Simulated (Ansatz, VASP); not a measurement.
BN in VASP and in Ansatz

```xyz
4
Lattice="2.5040 0.0000 0.0000 -1.2520 2.1685 0.0000 0.0000 0.0000 6.6612" Properties=species:S:1:pos:R:3 pbc="T T T"
B     0.0000    1.4457    1.6653
B     1.2520    0.7228    4.9959
N     0.0000    1.4457    4.9959
N     1.2520    0.7228    1.6653
```

Alike in both runs: task electric field gradients; functional PBE; k mesh 11 × 11 × 4; occupations fermi-dirac, width 0.02 eV; no spin polarisation.

|  | VASP | Ansatz |
| --- | --- | --- |
| version | VASP 6.6.1 | Ansatz 0.2.0 |
| potentials or method | VASP PAW PBE potentials, release 64 (B, N) | PAW with Ansatz's default frozen-core files, scalar-relativistic |
| plane-wave cutoff (eV) | 520 | 420 |
| valence electrons in the cell | 16 | 16 |

```csv
,VASP,Ansatz,Ansatz less VASP
gap on the k mesh at the Fermi level (eV),4.33,4.34,+0.007
pressure (GPa),3.4,3.3,-0.07
largest component of the traceless stress (GPa),0.69,0.48,-0.208
Vzz of the field gradient on the site that differs most (V/Å²),35.1,28.2,-6.92
```

With one functional, cell and mesh, what is left measures potentials, basis and numerics.

Caveats: an odd mesh through Γ misses points on the zone boundary, where band edges often lie; this functional lacks dispersion, which binds the layers, so the pressure and a relaxed spacing across them are unreliable.
